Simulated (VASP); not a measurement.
The system is Y.

```
Y
1.0
     3.64740    0.00000    0.00000
    -1.82370    3.15874    0.00000
     0.00000    0.00000    5.73060
Y
2
Direct
  0.66667 0.33333 0.75000
  0.33333 0.66667 0.25000
```

Base run:

```yaml
Program: VASP 6.6.1
Functional: r2SCAN
Potentials_or_basis: VASP PAW PBE potentials, release 64 (Y_sv)
Cutoff: 520 eV
k_mesh: 8 × 8 × 5
Occupations: fermi-dirac, width 0.05 eV
Spin: no spin polarisation
```

Its results: pressure 0.7 GPa.

Q: The run is repeated on the same cell with these changes: functional from r2SCAN to PBE. What comes out?

A: Pressure -0.2 GPa.

Caveats: the PAW data sets were made with another functional, which shifts forces and pressure a little (some runs).

Not every run made on this cell is shown here.
